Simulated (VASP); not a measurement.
**BN (Qingsongite): single point with PBE**

**What was measured.**

A printed reference work, monograph reports, for a bulk crystal of BN at 300 K: band gap 6.4 eV (indirect).

BN (Qingsongite):

```
B N
1.0
     0.00000    1.81235    1.81235
     1.81235    0.00000    1.81235
     1.81235    1.81235    0.00000
B N
1 1
Direct
  0.00000 0.00000 0.00000
  0.25000 0.25000 0.25000
```

| Quantity | Value |
| --- | --- |
| Program | VASP 6.6.1 |
| Task | single point |
| Functional | PBE |
| Potentials or basis | VASP PAW PBE potentials, release 64 (B, N) |
| Cutoff | 520 eV |
| k mesh | 10 × 10 × 10 |
| Occupations | gaussian, width 0.01 eV |
| Spin | no spin polarisation |
| Dipole correction | no |
| Further INCAR settings | ALGO = Normal; EDIFF = 1e-06; NBANDS = 11 |

```json
{
 "Pressure": "0.2 GPa",
 "Band gap on the k mesh": "4.45 eV, indirect (least direct gap 8.78 eV)"
}
```

Levels at points of the mesh, in eV from the valence-band top:
| k point | band 1 | band 2 | band 3 | band 4 | band 5 | band 6 | band 7 | band 8 | band 9 |
| --- | --- | --- | --- | --- | --- | --- | --- | --- | --- |
| (0.00, 0.00, 0.00) | -20.14 | 0.00 | 0.00 | 0.00 | 8.78 | 8.78 | 8.78 | 10.22 | 24.60 |
| (0.50, 0.00, 0.00) | -15.96 | -10.62 | -1.93 | -1.93 | 10.04 | 10.66 | 10.66 | 15.17 | 23.34 |
| (0.50, 0.50, 0.00) | -14.61 | -8.86 | -4.86 | -4.86 | 4.45 | 9.19 | 17.79 | 17.79 | 20.65 |

Wall time 6.1 s on 1 thread of Intel(R) Xeon(R) Platinum 8488C (Sapphire Rapids), on a shared host, peak memory 0.12 GiB.

Measured gap of BN: 6.4 eV (indirect; 300 K; a printed reference work, monograph). This calculation gives 4.45 eV (-1.95 eV). The value is that of PBE on a finite k mesh, which can miss the band edges, without temperature or zero-point motion. Semilocal functionals fall short of measured gaps as a rule.
